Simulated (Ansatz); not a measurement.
# Metal on semiconductor: Si/NiSi2, part 5 of 5

Aim: where the metal's Fermi level sits in the semiconductor's gap in Si/NiSi2, and what the stack passes. The semiconductor is Si diamond(111), undoped, with its far face capped by hydrogen, and the metal is NiSi2 fluorite(111) turned by 180 degrees (type B), in direct contact. After relaxation the nearest pair at the metal is Si–Si at 2.36 Å, along the normal. The common net has a side of 3.868 Å, which strains the semiconductor by +0.0 % and the metal by +0.7 %, against typed lattice constants near PBE's. The first steps treat the bulk crystals alone.

Ansatz 0.2.0; PBE DFT, plane waves, PAW files (the session's first sound run).

So far. Step 5 (The contact's transmission, atomic planes in the …): The semiconductor's channels close between -0.30 and +0.40 eV. In the worse lead the potential repeats within 9.8 meV, which the program lets pass. Step 6 (T(E) from the semiconductor into the metal, atomic …): The semiconductor's channels close between -0.30 and +0.35 eV. In the worse lead the potential repeats within 7.5 meV, which the program lets pass.

### Step 7. The first cell with another functional, cutoff 500 eV

This step: r2SCAN DFT, plane waves, PAW files; ballistic transmission by layer matching between semi-infinite leads (Ansatz 0.2.0).

System of this step: Si/NiSi2. The cell holds 53 atoms: 43 Si, 9 Ni and 1 H. Its edges and angles: a = 3.868 Å, b = 3.868 Å, c = 96.365 Å, α = 90.0°, β = 90.0°, γ = 120.0°. Regions: left electrode, 20 atoms (20 Si); barrier, 6 atoms (6 Si); right electrode, 26 atoms (17 Si and 9 Ni). Vacuum lies along c.

r2SCAN opens the gap somewhat, so the first cell is run again with it to see how the barriers share the change.

input.yaml

```yaml
crystal:
  lattice:
    - [3.868, 0.0, 0.0]
    - [-1.934, 3.3497862618, 0.0]
    - [0.0, 0.0, 96.3648368713]
  atoms:
    - { symbol: Si, position: [0.66666667, 0.33333333, 0.1608470528] }
    - { symbol: Si, position: [0.0, 0.0, 0.1690399635] }
    - { symbol: Si, position: [0.0, 0.0, 0.1936186955] }
    - { symbol: Si, position: [0.33333333, 0.66666667, 0.2018116062] }
    - { symbol: Si, position: [0.33333333, 0.66666667, 0.2263903383] }
    - { symbol: Si, position: [0.66666667, 0.33333333, 0.234583249] }
    - { symbol: Si, position: [0.66666667, 0.33333333, 0.2591619811] }
    - { symbol: Si, position: [0.0, 0.0, 0.2673548918] }
    - { symbol: Si, position: [0.0, 0.0, 0.2919336239] }
    - { symbol: Si, position: [0.33333333, 0.66666667, 0.3001265346] }
    - { symbol: Si, position: [0.33333333, 0.66666667, 0.3247052667] }
    - { symbol: Si, position: [0.66666667, 0.33333333, 0.3328981774] }
    - { symbol: Si, position: [0.66666667, 0.33333333, 0.3574769094] }
    - { symbol: Si, position: [0.0, 0.0, 0.3656698201] }
    - { symbol: Si, position: [0.0, 0.0, 0.3902485522] }
    - { symbol: Si, position: [0.33333333, 0.66666667, 0.3984414629] }
    - { symbol: Si, position: [0.33333333, 0.66666667, 0.423020195] }
    - { symbol: Si, position: [0.66666667, 0.33333333, 0.4312131057] }
    - { symbol: Si, position: [0.66666667, 0.33333333, 0.455785229] }
    - { symbol: Si, position: [0.0, 0.0, 0.4639924548] }
    - { symbol: Si, position: [0.0, 0.0, 0.4885181106] }
    - { symbol: Si, position: [0.33333333, 0.66666667, 0.4967249731] }
    - { symbol: Si, position: [0.33333333, 0.66666667, 0.5213053212] }
    - { symbol: Si, position: [0.66666667, 0.33333333, 0.529514712] }
    - { symbol: Si, position: [0.66666667, 0.33333333, 0.5541139591] }
    - { symbol: Si, position: [0.0, 0.0, 0.5622798772] }
    - { symbol: Si, position: [0.0, 0.0, 0.5868010374] }
    - { symbol: Ni, position: [0.66666667, 0.33333333, 0.5956118184] }
    - { symbol: Si, position: [0.33333333, 0.66666667, 0.6016672759] }
    - { symbol: Si, position: [0.66666667, 0.33333333, 0.6179706983] }
    - { symbol: Ni, position: [0.33333333, 0.66666667, 0.6261456407] }
    - { symbol: Si, position: [0.0, 0.0, 0.6343205831] }
    - { symbol: Si, position: [0.33333333, 0.66666667, 0.6506240055] }
    - { symbol: Ni, position: [0.0, 0.0, 0.6587989479] }
    - { symbol: Si, position: [0.66666667, 0.33333333, 0.6669738903] }
    - { symbol: Si, position: [0.0, 0.0, 0.6832773127] }
    - { symbol: Ni, position: [0.66666667, 0.33333333, 0.6914522551] }
    - { symbol: Si, position: [0.33333333, 0.66666667, 0.6996271975] }
    - { symbol: Si, position: [0.66666667, 0.33333333, 0.7159306199] }
    - { symbol: Ni, position: [0.33333333, 0.66666667, 0.7241055623] }
    - { symbol: Si, position: [0.0, 0.0, 0.7322805047] }
    - { symbol: Si, position: [0.33333333, 0.66666667, 0.7485839271] }
    - { symbol: Ni, position: [0.0, 0.0, 0.7567588695] }
    - { symbol: Si, position: [0.66666667, 0.33333333, 0.7649338119] }
    - { symbol: Si, position: [0.0, 0.0, 0.7812372343] }
    - { symbol: Ni, position: [0.66666667, 0.33333333, 0.7894121767] }
    - { symbol: Si, position: [0.33333333, 0.66666667, 0.7975871191] }
    - { symbol: Si, position: [0.66666667, 0.33333333, 0.8138905415] }
    - { symbol: Ni, position: [0.33333333, 0.66666667, 0.8220654839] }
    - { symbol: Si, position: [0.0, 0.0, 0.8302404263] }
    - { symbol: Si, position: [0.33333333, 0.66666667, 0.8465438486] }
    - { symbol: Ni, position: [0.0, 0.0, 0.8547187911] }
    - { symbol: H, position: [0.66666667, 0.33333333, 0.1452812089] }
kpoints:
  mp_grid: { grid: [8, 8, 1] }
scf:
  occupations: { method: fermi_dirac, width: 0.1 }
  max_iter: 150
hamiltonian:
  xc: r2scan
efield:
  axis: 3
  dipole_correction: true
output:
  transmission:
    kmesh: [12, 12]
    e_range: [-2.5, 2.5]
    de: 0.05
    leads: [[8, 10], [38, 41]]
  dos: { projected: true, e_range: [-6, 5], de: 0.05 }
  write_potential: true
  write_density: true
  volumetric_format: npy
```

Launch:

```console
$ ansatz run input.yaml --threads 8 --pin off --max-ram 24576MiB --backend cpu --events-out ev --progress --plain --runs-dir out
```

Numbers of over 12 decimals in the logs are rounded to 6 here.

Output:

```text
[...]
Crystal: 53 atoms, lattice volume = 1248.597 Å³
Basis set: ecut = 500 eV, 31497 PW (Γ), exchange–correlation on 120×120×2880 points (64 copies of the dense FFT grid, shifted against one another)
Bands: 221, of which v1, the nominal top of the filled ones, is band 168 counted from 1 (167 counted from 0)
Symmetry: 6 space group operations
[...]
k-points: 10 of 64 (time reversal used)
[...]
SCF iter   1: F=—  HF=-80109.755860 eV  |F-HF|=—  |Δ(HF+E_count)|=         —  Δρ=1.25e-2  dr2=1.21e1  dr2_τ=7.20e-1  ethr=1.77e-3  p=-0.013 e·Å  D=-1.85e-3 V/Å  ΔV_dip=0.18 eV  dr2_dipole=9.96e-5  V_vac-E_F(+/−)=3.80/3.62 eV  ⟨swp⟩=9.7  Hψ=12318  notcnv=0  defer=88
[...]
SCF iter  18: F=-80110.314242 eV  HF=-80110.314242 eV  |F-HF|=2.18e-9  |Δ(HF+E_count)|=   3.81e-8  Δρ=1.54e-6  dr2=4.09e-8  dr2_τ=2.05e-10  ethr=2.99e-11  p=0.029 e·Å  D=4.27e-3 V/Å  ΔV_dip=-0.41 eV  dr2_dipole=2.83e-10  V_vac-E_F(+/−)=4.05/4.46 eV  ⟨swp⟩=18.2  Hψ=10060  notcnv=0
SCF 1 converged in 18 iterations: F = -80110.314242 eV  dr2 = 4.09e-8
[...]
transmission: 110 of 1045 steps passed
transmission: 214 of 1045 steps passed
[...]
transmission: 1045 of 1045 steps passed
[...]
SCF converged after 18 iterations
Free energy (F): -80110.314242 eV
[...]
Internal energy: -80110.056807 eV  (E = F + TS)
E sigma→0 (E₀):  -80110.185524 eV
Entropy (-TS):   -0.257434 eV (-4.857 meV/atom)
Fermi energy:    4.987861 eV
Dipole field:    D = 0.004264 V/Å  (p = 0.029425 e·Å, saw-weighted, corrected)
Work function:   Φ+ = 4.0519 eV   Φ− = 4.4629 eV
[...]
--- Band table (eV; the first three rows and the last of 10) ---
  k-point 0: bands = [... 164 lower, 5.8855, 6.0403, 6.1241, 6.1241, 6.2734, 6.4907, 6.4951, 6.5441, ... 49 higher]
  k-point 1: bands = [... 164 lower, 5.4550, 5.5586, 5.6690, 5.7135, 5.8605, 6.0347, 6.0612, 6.1812, ... 49 higher]
  k-point 2: bands = [... 164 lower, 4.5936, 4.7363, 4.9041, 4.9260, 5.0349, 5.2308, 5.4317, 5.6754, ... 49 higher]
  k-point 9: bands = [... 164 lower, 3.1651, 3.3813, 4.0151, 4.0683, 4.6141, 5.4384, 5.7388, 5.9008, ... 49 higher]
--- Transmission ---
  basis      : 139 plane waves across, 55 finite elements along
  points     : 19, standing for a mesh of 12 x 12
[...]
channels       : 0.000000e0 a spin
[...]
slowest decay  : 0.0810 /Å at (0.0000, 0.0000)
[...]
channels       : 9.513889e-1 a spin
[...]
slowest decay  : 0.0383 /Å at (0.4167, 0.1667)
  junction   : crystal 0 to crystal 1, 36.03 to 68.20 Å
    transmission   : 0.000000e0 a spin
[...]
```

Run time: 3.6 min. Hardware: 8 threads of Intel Xeon 6975P-C (Granite Rapids), shared host; peak memory 14 GiB; 26 min of CPU time.

This step gave:

- free energy: -80110.3142 eV
- Fermi energy: 4.988 eV
- channels of the upper lead: 0.9514
- potential step in the lower lead: 11.5 meV
- potential step in the upper lead: 3.6 meV
- work function, upper face: 4.052 eV
- work function, lower face: 4.463 eV
- dipole moment: 0.02943 e·Å
- dipole field: 0.004264 V/Å

One spin. The transmission, zone mean by energy, zero at the Fermi level:

```
energy (eV)  transmission, zone mean
     -2.400                    0.796
     -2.250                    0.859
     -2.200                    0.852
     -2.000                    0.737
     -1.800                    0.750
     -1.600                    0.599
     -1.400                    0.409
     -1.200                    0.371
     -1.000                    0.264
     -0.800                    0.184
     -0.600                   0.0910
     -0.400                   0.0319
     -0.200                        0
      0.000                        0
      0.200                        0
      0.400                        0
      0.600                  0.00212
      0.800                   0.0157
      1.000                   0.0379
      1.200                    0.104
      1.400                    0.247
      1.600                    0.398
      1.700                    0.414
      1.800                    0.283
      2.000                    0.324
      2.200                    0.872
      2.400                     1.22
```

One spin. Table of open channels, zone mean by energy, zero at the Fermi level:

```
energy (eV)  lower lead  upper lead
      -2.50        1.76        1.80
      -2.35        1.63        1.84
      -2.25        1.55        1.88
      -2.10        1.59        1.84
      -1.95        1.59        1.84
      -1.80        1.30        1.63
      -1.70        1.34        1.67
      -1.55        1.05        1.52
      -1.40       0.854        1.31
      -1.30       0.729        1.35
      -1.15       0.646        1.02
      -1.00       0.438        1.02
      -0.90       0.354        1.02
      -0.75       0.312       0.896
      -0.60       0.146       0.688
      -0.45       0.146       0.604
      -0.35      0.0208        0.75
      -0.20           0       0.951
      -0.05           0       0.951
       0.00           0       0.951
       0.05           0       0.993
       0.20           0        1.16
       0.35           0        1.20
       0.45           0        1.37
       0.60      0.0417        1.53
       0.75       0.208        1.63
       0.90       0.333        1.80
       1.00       0.333        1.80
       1.15       0.583        1.97
       1.30        0.75        2.05
       1.40       0.833        1.76
       1.55        1.03        1.55
       1.70        1.32        1.07
       1.80        1.40       0.757
       1.95        1.65       0.688
       2.10        1.99        1.83
       2.25        2.15        2.62
       2.35        2.15        2.84
       2.50        2.30        2.93
```

Projected DOS an atom over height of the atomic layer and energy from the Fermi level. Layers: H Si Si Si Si Si Si Si Si Si Si Si Si Si Si Si Si Si Si Si Si Si Si Si Si Si Si Si Ni Si Si Ni Si Si Ni Si Si Ni Si Si Ni Si Si Ni Si Si Ni Si Si Ni Si Si Ni; projections on atoms miss part of the total, and the computed bands can run out at the top of the range; a column is the mean of 4 neighbouring layers, the last of those left over.

Ten even steps from '0' (0.00 states/eV) to '9' (6.36 states/eV), each cell a mean:
```
00000000000000
00000000000000
00000000000000
00000000000000
00000000000000
01000100000000
00000000000000
00000000000000
00000000000000
00000000000000
00000000000001
00000000000001
00000000000003
00000001000009
01111101001005
00111102011112
01110004223221
00000001112110
00000001001010
00000001111110
00000001111100
00000000000000
```
Columns: height of the atomic layer (Å) from 16.1 to 82.4 (not evenly spaced); rows upwards: energy from the Fermi level (eV) from -6 to 5.

The semiconductor's channels close between -0.30 and +0.55 eV. In the worse lead the potential repeats within 12 meV, which the program lets pass.

### Step 8. Summary of results

```
valence edge of the semiconductor lead against the Fermi level, 6 planes     : -0.30 eV
conduction edge of the semiconductor lead against the Fermi level, 6 planes  : +0.40 eV
valence edge of the semiconductor lead against the Fermi level, 10 planes    : -0.30 eV
conduction edge of the semiconductor lead against the Fermi level, 10 planes : +0.35 eV
valence edge of the semiconductor lead against the Fermi level, r2SCAN       : -0.30 eV
conduction edge of the semiconductor lead against the Fermi level, r2SCAN    : +0.55 eV
```

**Reading.** The metal's Fermi level lies in the gap of the semiconductor, 0.40 eV under the first conduction channel and 0.30 eV over the last valence one, as read in the lead, away from the contact; bands can bend on the way there. The edges are read from the typed mesh and energy grid, to 0.05 eV at best. Adding 4 atomic planes to the layer under the metal moves the conduction edge by -0.05 eV, about one grid step or less. r2SCAN moves the edges to -0.30 and +0.55 eV, 0.85 eV apart on the grid against 0.70 eV. The semiconductor is undoped and only a few nanometres thick, with its far face capped by hydrogen. A semilocal functional narrows gaps, and the two barriers add up to the gap, so their sum is too small. No spin-orbit coupling, phonons, disorder or image charges enter; the interfaces are ordered, one cell wide and lattice-matched by strain. Semilocal gaps are too small, which can bring a band edge of the barrier nearer to the Fermi level than it is.

[Logs are printed without paths, hosts, clocks, repeated set-up lines and the standing remarks that a program may print on its own settings, such as how far it seeks lower states.]

[Hosts, paths, dates, database ids (printed as entryN), source tags and the programs' standing remarks are cut or masked in the printed files.]
